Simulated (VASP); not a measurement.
# BAs (F-43m) in VASP: a series of runs, part 2 of 2

VASP 6.6.1. Earlier steps stand in the parts before.

## (3) G0W0 quasiparticle levels, PBE

Contents of POSCAR:

```
BAs
1.0
    0.0000000000      2.3885000000      2.3885000000
    2.3885000000      0.0000000000      2.3885000000
    2.3885000000      2.3885000000      0.0000000000
As B
1 1
Direct
    0.7500000000      0.7500000000      0.7500000000
    0.0000000000      0.0000000000      0.0000000000
```

Contents of INCAR.step1:

```
SYSTEM = BAs
PREC = Accurate
ENCUT = 450
EDIFF = 1E-8
ISMEAR = 0
SIGMA = 0.01
LREAL = .False.
LASPH = .True.
NELM = 100
ALGO = Fast
LWAVE = .True.
LCHARG = .False.
GGA = PE
```

Contents of INCAR.step2:

```
SYSTEM = BAs
PREC = Accurate
ENCUT = 450
EDIFF = 1E-8
ISMEAR = 0
SIGMA = 0.01
LREAL = .False.
LASPH = .True.
NELM = 1
ALGO = Exact
LWAVE = .True.
LCHARG = .False.
GGA = PE
NBANDS = 36
LOPTICS = .True.
ISTART = 1
```

Contents of INCAR.step3:

```
SYSTEM = BAs
PREC = Accurate
ENCUT = 450
EDIFF = 1E-8
ISMEAR = 0
SIGMA = 0.01
LREAL = .False.
LASPH = .True.
ALGO = EVGW0
LWAVE = .False.
LCHARG = .False.
GGA = PE
NELMGW = 1
NBANDS = 36
ENCUTGW = 150
NOMEGA = 48
PRECFOCK = Fast
ISTART = 1
NBANDSGW = 12
```

Contents of KPOINTS:

```
Automatic mesh
0
Gamma
  5 5 5
  0 0 0
```

Potentials or basis: VASP PAW PBE potentials, release 64 (As_GW, B_GW).

The run is started by

```console
cat potpaw_PBE.64/As_GW/POTCAR potpaw_PBE.64/B_GW/POTCAR > POTCAR
cp INCAR.step1 INCAR
mpirun -np 1 vasp_std > vasp.out
cp INCAR.step2 INCAR
mpirun -np 1 vasp_std > vasp.out
cp INCAR.step3 INCAR
mpirun -np 1 vasp_std > vasp.out
```

OUTCAR:

```text
SYSTEM = BAs
   PREC = Accurate
   ENCUT = 450
   EDIFF = 1E-8
   ISMEAR = 0
   LREAL = .False.
   LASPH = .True.
   GGA = PE
   NELMGW = 1
   ENCUTGW = 150
   PRECFOCK = Fast
   ISTART = 1

 Found     10 irreducible k-points:

 Following reciprocal coordinates:
            Coordinates               Weight
  0.000000  0.000000  0.000000      1.000000
  0.200000  0.000000  0.000000      8.000000
  0.400000  0.000000  0.000000      8.000000
  0.200000  0.200000  0.000000      6.000000
  0.400000  0.200000  0.000000     24.000000
 -0.400000  0.200000  0.000000     24.000000
   k-points           NKPTS =     10   k-points in BZ     NKDIM =    125   number of bands    NBANDS=     36
   number of dos      NEDOS =    301   number of ions     NIONS =      2
   total plane-waves  NPLWV =  13824
   dimension x,y,z NGX =    24 NGY =   24 NGZ =   24
   dimension x,y,z NGXF=    48 NGYF=   48 NGZF=   48
   ions per type =               1   1
   NGX,Y,Z   is equivalent  to a cutoff of  11.81, 11.81, 11.81 a.u.
   NGXF,Y,Z  is equivalent  to a cutoff of  23.62, 23.62, 23.62 a.u.
 SYSTEM =  BAs
   PREC   = accura    normal or accurate (medium, high low for compatibility)
   ISTART =      1    job   : 0-new  1-cont  2-samecut
   ICHARG =      0    charge: 1-file 2-atom 10-const
   ISPIN  =      1    spin polarized calculation?
   LNONCOLLINEAR =      F non collinear calculations
   LSORBIT =      F    spin-orbit coupling
   LASPH  =      T    aspherical Exc in radial PAW
   ENCUT  =  450.0 eV  33.07 Ry    5.75 a.u.   5.84  5.84  5.84*2*pi/ulx,y,z
   NELM   =     60;   NELMIN=  2; NELMDL=  0     # of ELM steps
   EDIFF  = 0.1E-07   stopping-criterion for ELM
   LREAL  =      F    real-space projection
   EDIFFG = 0.1E-06   stopping-criterion for IOM
   NSW    =      0    number of steps for IOM
   IBRION =     -1    ionic relax: 0-MD 1-quasi-New 2-CG
   NFREE  =      0    steps in history (QN), initial steepest desc. (CG)
   ISIF   =      0    stress and relaxation
   ISYM   =      3    0-nonsym 1-usesym 2-fastsym
   POTIM  = 0.5000    time-step for ionic-motion
   TEBEG  =    0.0;   TEEND  =   0.0 temperature during run
   PSTRESS=    0.0 pullay stress
   NELECT =       8.0000    total number of electrons
   NUPDOWN=      -1.0000    fix difference up-down
   EMIN   =  10.00;   EMAX   =-10.00  energy-range for DOS
   EFERMI =   0.00;   METHOD = LEGACY
   ISMEAR =     0;   SIGMA  =   0.01  broadening in eV -4-tet -1-fermi 0-gaus
   EFERMI_NEDOS =   21; number of points for ismear=-14 and -15
   IALGO  =     38    algorithm
   IMIX   =      4    mixing-type and parameters
     AMIX     =   0.40;   BMIX     =  1.00
     AMIX_MAG =   1.60;   BMIX_MAG =  1.00
  volume/ion in A,a.u.               =      13.63        91.95
  Fermi-wavevector in a.u.,A,eV,Ry     =   1.088018  2.056057 16.106360  1.183784
  Thomas-Fermi vector in A             =   2.224191
   LORBIT       =      0    0 simple, 1 ext, 2 COOP (PROOUT), +10 PAW based schemes
   GGA     = PE    functional components
   LHFCALC =     T    Hartree Fock is set to
   PRECFOCK=fast      Normal, Fast or Accurate (Low or Medium for compatibility)
   ENCUT4O =  -1.0   cutoff for four orbital integrals eV
   NKREDX  =     1    reduce k-point grid by
   NKREDY  =     1    reduce k-point grid by
   NKREDZ  =     1    reduce k-point grid by
   AEXX    =    1.0000 exact exchange contribution
   HFSCREEN=    0.0000 screening length (either q_TF or 0.3 A-1)
   HFSCREENC=   0.0000 screening length for correlation (either q_TF or 0.3 A-1)
   ENCUTFOCK=  -1.0 apply spherical cutoff to Coloumb kernel
   IVDW    =     0    specifies the selected vdW correction
   LEPSILON=     F    determine dielectric tensor
   LRPA    =     F    only Hartree local field effects (RPA)
   LRPAFORCE           =     F    calculate RPA forces
   ENCUTGW             = 150.0    cutoff for response function in eV
   ENCUTGWSOFT         = 120.0    soft cutoff for Coulomb kernel in GW response function in eV
   ENCUTLF             =  -1.0    cutoff for local field effects
   NELMGW              =     1    number of iterations in solving QP/BSE equation
   NELMHF              =     1    number of iterations in the inner HF iteration
   NKREDLFX            =     1    NKREDLFY  =   1   NKREDLFZ  =   1
 non-spin polarized calculation
 Gauss-broadening in eV      SIGMA  =   0.01
  energy-cutoff  :      450.00
  volume of cell :       27.25
 maximum number of plane-waves:       609
  NGX = 14; NGY = 14; NGZ = 14
   NGX = 11   NGY = 11   NGZ = 11
 maximum number of plane-waves:       122

 QP shifts <psi_nk| G(iteration)W_0 |psi_nk>: iteration 1
 for sc-GW calculations column KS-energies equals QP-energies in previous step
 and V_xc(KS)=  KS-energies - (<T + V_ion + V_H > + <T+V_H+V_ion>^1  + <V_x>^1)

 k-point   1 :       0.0000    0.0000    0.0000
  band No.  KS-energies  QP-energies   sigma(KS)   V_xc(KS)     V^pw_x(r,r')   Z            occupation Imag(sigma)

      1      -9.2298      -9.7919     -12.4541     -11.6533     -19.5965       0.7019       2.0000       1.2604
      2       6.1792       6.0163     -12.7976     -12.5912     -14.1018       0.7892       2.0000       0.0502
      3       6.1792       6.0163     -12.7976     -12.5912     -14.1018       0.7892       2.0000       0.0502
      4       6.1792       6.0163     -12.7976     -12.5912     -14.1018       0.7892       2.0000       0.0502
      5       9.4487      10.0859     -10.5733     -11.3847      -6.6941       0.7853       0.0000      -0.0902
      6       9.4487      10.0859     -10.5733     -11.3847      -6.6941       0.7853       0.0000      -0.0902
      7       9.4487      10.0859     -10.5733     -11.3847      -6.6941       0.7853       0.0000      -0.0902
      8      10.8403      11.7729     -11.3913     -12.6146      -6.5916       0.7624       0.0000      -0.1287
      9      15.7464      16.0246      -8.5759      -8.9297      -3.0870       0.7865       0.0000      -0.2861
     10      19.1217      19.5626      -9.8463     -10.4086      -4.3819       0.7841       0.0000      -0.3774
     11      19.1217      19.5626      -9.8463     -10.4086      -4.3819       0.7841       0.0000      -0.3774
     12      20.5359      20.7593      -8.7474      -9.0334      -2.5193       0.7812       0.0000      -0.6879

 k-point   2 :       0.2000    0.0000    0.0000
  band No.  KS-energies  QP-energies   sigma(KS)   V_xc(KS)     V^pw_x(r,r')   Z            occupation Imag(sigma)

      1      -8.5808      -9.1235     -12.4761     -11.7127     -19.3961       0.7110       2.0000       1.1857
      2       2.4144       2.0710     -12.4012     -11.9521     -14.8785       0.7645       2.0000       0.1108
      3       5.3016       5.1042     -12.6293     -12.3781     -14.1597       0.7857       2.0000       0.0598
      4       5.3016       5.1042     -12.6293     -12.3781     -14.1597       0.7857       2.0000       0.0598
      5       9.3750      10.0392     -10.7735     -11.6235      -6.6798       0.7815       0.0000      -0.0949
      6      10.5639      11.2285     -10.6736     -11.5263      -6.4539       0.7794       0.0000      -0.1082
      7      10.5639      11.2285     -10.6736     -11.5263      -6.4539       0.7794       0.0000      -0.1082
      8      13.3512      14.1259     -11.0424     -12.0745      -5.6662       0.7506       0.0000      -0.2074
      9      17.3351      17.6792      -9.3204      -9.7590      -3.9732       0.7846       0.0000      -0.3237
     10      17.3351      17.6792      -9.3204      -9.7590      -3.9732       0.7846       0.0000      -0.3237
     11      17.3892      17.7594      -8.7567      -9.2334      -3.0543       0.7766       0.0000      -0.3731
     12      20.0505      20.3978      -8.8457      -9.2948      -2.8086       0.7730       0.0000      -0.5379
[... 36 lines left out ...]
      1      -6.9591      -7.4268     -12.5503     -11.9044     -18.9009       0.7241       2.0000       0.9669
      2      -0.3583      -0.7951     -12.4669     -11.8755     -16.2125       0.7385       2.0000       0.2356
      3       2.6964       2.3507     -12.3060     -11.8568     -14.6175       0.7694       2.0000       0.1004
      4       3.2999       2.9788     -12.4134     -11.9973     -14.6359       0.7719       2.0000       0.0883
      5       8.7733       9.2289     -10.0624     -10.6384      -6.0965       0.7910       0.0000      -0.0903
      6      11.5750      12.2274     -10.3161     -11.1643      -5.4548       0.7692       0.0000      -0.1423
      7      12.9819      13.5391     -10.3928     -11.1152      -5.5184       0.7713       0.0000      -0.1705
      8      13.4483      14.1520     -10.6586     -11.5811      -5.5290       0.7627       0.0000      -0.1968
      9      18.0328      18.6632     -10.3100     -11.1500      -3.9349       0.7506       0.0000      -0.4836
     10      20.4405      20.9971      -9.4901     -10.2133      -3.3271       0.7697       0.0000      -0.6037
     11      21.1071      21.6229      -9.8488     -10.5170      -3.6928       0.7720       0.0000      -0.6196
     12      23.0380      23.5542      -9.4115     -10.0882      -2.9695       0.7628       0.0000      -0.7552

 k-point   6 :      -0.4000    0.2000    0.0000
  band No.  KS-energies  QP-energies   sigma(KS)   V_xc(KS)     V^pw_x(r,r')   Z            occupation Imag(sigma)

      1      -5.9363      -6.3414     -12.7153     -12.1596     -18.6678       0.7289       2.0000       0.8136
      2      -2.0685      -2.5732     -12.1885     -11.4923     -16.6774       0.7250       2.0000       0.3730
      3       1.6260       1.2241     -12.1903     -11.6610     -14.9275       0.7594       2.0000       0.1303
      4       3.6696       3.3675     -12.5110     -12.1211     -14.6323       0.7749       2.0000       0.0826
      5       9.2453       9.7327     -10.0444     -10.6620      -5.9066       0.7893       0.0000      -0.0963
      6      12.2853      12.9647     -10.6185     -11.5054      -5.6888       0.7660       0.0000      -0.1588
      7      12.6744      13.3405     -10.4241     -11.2929      -5.4466       0.7667       0.0000      -0.1703
      8      15.2527      15.9480     -10.5439     -11.4729      -4.6178       0.7485       0.0000      -0.3101
      9      17.2871      17.7420      -9.7889     -10.3835      -4.0257       0.7650       0.0000      -0.3754
     10      18.7159      19.1470      -9.7267     -10.2809      -3.9765       0.7779       0.0000      -0.4487
     11      21.1921      21.6117      -9.0757      -9.6202      -2.9069       0.7705       0.0000      -0.6016
     12      23.3227      24.0745     -10.4695     -11.4728      -3.4594       0.7494       0.0000      -0.9401

 [... further k-points ...]
```

Run time: 21 s. Hardware: 1 thread of Intel Xeon 6975P-C (Granite Rapids), shared host; peak memory 0.21 GiB.

The run converged, but some of its settings lie outside the range that counts as converged, so its numbers aren't taken as properties of the crystal.

Results:

```
Band gap on the k mesh, mean-field level : 1.17 eV, indirect (least direct gap 3.27 eV)
Quasiparticle gap                        : 1.66 eV
Least direct quasiparticle gap           : 4.07 eV
```

Caveat: the k mesh is coarse (spacing up to 0.46 Å⁻¹), so the values aren't converged; bands, screening cutoff and mesh are small and nothing is extrapolated, so the quasiparticle values aren't converged; an odd mesh through Γ misses points on the zone boundary, where band edges often lie.

## (4) Density of states, rSCAN (volume scaled by 0.96)

Contents of INCAR:

```
PREC     = Accurate       # precision mode
ENCUT    = 520            # plane-wave cutoff, eV
EDIFF    = 1E-7           # SCF threshold, eV
ISMEAR   = -5             # smearing method
SIGMA    = 0.05           # smearing width, eV
LREAL    = F              # projectors in reciprocal space
LASPH    = T              # aspherical terms in the spheres
NELM     = 100            # most SCF steps
ALGO     = Normal         # electronic algorithm
ISIF     = 2              # what is computed and relaxed
LWAVE    = F              # write WAVECAR
LCHARG   = F              # write CHGCAR
METAGGA  = RSCAN          # meta-GGA
LMIXTAU  = T            
LORBIT   = 11             # projections on sites
NBANDS   = 11             # bands
NEDOS    = 1001           # points of the DOS
```

Contents of KPOINTS:

```
regular mesh
0
Gamma
  10 10 10
```

Contents of POSCAR:

```
BAs
3.3322
    0.000000000000      0.707106120821      0.707106120821
    0.707106120821      0.000000000000      0.707106120821
    0.707106120821      0.707106120821      0.000000000000
As B
1 1
Direct
    0.7500000000      0.7500000000      0.7500000000
    0.0000000000      0.0000000000      0.0000000000
```

Potentials or basis: VASP PAW PBE potentials, release 64 (As, B).

The run is started by

```console
cat potpaw_PBE.64/As/POTCAR potpaw_PBE.64/B/POTCAR > POTCAR
mpirun -np 1 vasp_std > vasp.out
```

It took 65 s on 1 thread of AMD EPYC 9R45 (Zen 5), shared host; peak memory 0.13 GiB.

The run converged. Its results:

* Free energy: -31.7054 eV
* Pressure: 7.1 GPa
* Band gap on the k mesh: 1.34 eV, indirect (least direct gap 3.49 eV)
* Valence electrons inside the program's atomic spheres: As 2.99; B 1.89

Levels at points of the mesh, in eV from the valence-band top:
| k point | band 2 | band 3 | band 4 | band 5 | band 6 | band 7 |
| --- | --- | --- | --- | --- | --- | --- |
| (0.00, 0.00, 0.00) | 0.00 | 0.00 | 0.00 | 3.49 | 3.49 | 3.49 |
| (0.50, 0.00, 0.00) | -9.54 | -2.01 | -2.01 | 3.22 | 5.10 | 5.10 |
| (0.50, 0.50, 0.00) | -9.29 | -4.48 | -4.48 | 1.58 | 1.67 | 12.54 |

States per cell in windows of 1 eV (zero at the valence-band top; states under -8 eV left out):
```csv
from (eV),total,As1_p,B2_p,As1_d,B2_s,As1_s,B2_d
-8.0,0.36,0.08,0.03,0.00,0.07,0.04,0.00
-7.0,0.42,0.11,0.06,0.00,0.04,0.03,0.00
-6.0,0.79,0.22,0.14,0.01,0.04,0.03,0.00
-5.0,0.98,0.29,0.21,0.01,0.03,0.02,0.00
-4.0,1.01,0.31,0.24,0.02,0.02,0.01,0.00
-3.0,0.86,0.28,0.23,0.02,0.01,0.01,0.00
-2.0,0.42,0.13,0.12,0.01,0.01,0.00,0.00
-1.0,0.11,0.03,0.03,0.00,0.00,0.00,0.00
0.0,0.00,0.00,0.00,0.00,0.00,0.00,0.00
1.0,0.07,0.00,0.01,0.01,0.01,0.00,0.00
2.0,0.46,0.03,0.06,0.05,0.03,0.03,0.00
3.0,1.23,0.09,0.19,0.12,0.09,0.11,0.00
4.0,0.72,0.08,0.13,0.07,0.04,0.05,0.00
5.0,1.38,0.24,0.21,0.12,0.09,0.06,0.00
6.0,0.86,0.14,0.16,0.07,0.05,0.04,0.00
7.0,1.03,0.17,0.22,0.09,0.06,0.04,0.00
```

Caveat: the PAW data sets were made with another functional, which shifts forces and pressure a little.

## (5) Density of states, r2SCAN50, non-collinear spin, zero start (volume scaled by 1.25)

Contents of POSCAR:

```
BAs
1.0
    0.0000000000      2.5729336286      2.5729336286
    2.5729336286      0.0000000000      2.5729336286
    2.5729336286      2.5729336286      0.0000000000
As B
1 1
Cartesian
    3.8594004429      3.8594004429      3.8594004429
    0.0000000000      0.0000000000      0.0000000000
```

Contents of INCAR.step1:

```
SYSTEM = BAs
ALGO = Normal
EDIFF = 1E-5
ENCUT = 250
GGA = PE
ISIF = 2
ISMEAR = 0
LASPH = .TRUE.
LCHARG = .FALSE.
LNONCOLLINEAR = .TRUE.
LREAL = Auto
LWAVE = .TRUE.
MAGMOM = 0 0 0 0 0 0
NBANDS = 20
NELM = 100
PREC = Accurate
SIGMA = 0.1
```

Contents of INCAR.step2:

```
SYSTEM = BAs
AEXX = 0.5
ALGO = Normal
EDIFF = 1E-6
ENCUT = 250
HFRCUT = -1
ISIF = 2
ISMEAR = -5
ISTART = 1
LASPH = .TRUE.
LCHARG = .FALSE.
LHFCALC = .TRUE.
LMIXTAU = .TRUE.
LNONCOLLINEAR = .TRUE.
LORBIT = 10
LREAL = Auto
LWAVE = .FALSE.
MAGMOM = 0 0 0 0 0 0
METAGGA = R2SCAN
NBANDS = 20
NEDOS = 1001
NELM = 100
PREC = Accurate
PRECFOCK = Normal
SIGMA = 0.1
```

Contents of KPOINTS:

```
k-points
0
G
  5 5 5
  0 0 0
```

The run is started by

```console
cat potpaw_PBE.64/As/POTCAR potpaw_PBE.64/B/POTCAR > POTCAR
cp INCAR.step1 INCAR
mpirun -np 1 vasp_ncl > vasp.out
cp INCAR.step2 INCAR
mpirun -np 1 vasp_ncl > vasp.out
```

Run time: 7.1 min. Hardware: 1 thread of AMD EPYC 9R45 (Zen 5), shared host; peak memory 0.15 GiB.

The run converged, but a check on its numbers failed (symmetry, net force, bounds or a known fault of this set-up), so they aren't taken as properties of the crystal.

Caveat: the k mesh is coarse (spacing up to 0.42 Å⁻¹), so the values aren't converged, least of all with exact exchange; the cutoff lies under the usual one of these potentials, so the numbers hold a large basis-set error; the PAW data sets were made with another functional, which shifts forces and pressure a little; an odd mesh through Γ misses points on the zone boundary, where band edges often lie.

## (6) For comparison

An earlier run on the cell as given: functional PBE; potentials or basis VASP PAW PBE potentials, release 64 (As, B); cutoff 520 eV; k mesh 10 × 10 × 10; occupations fermi-dirac, width 0.05 eV; no spin polarisation.

* Pressure: 3.4 GPa
* Band gap on the k mesh: 1.18 eV, indirect (least direct gap 3.28 eV)
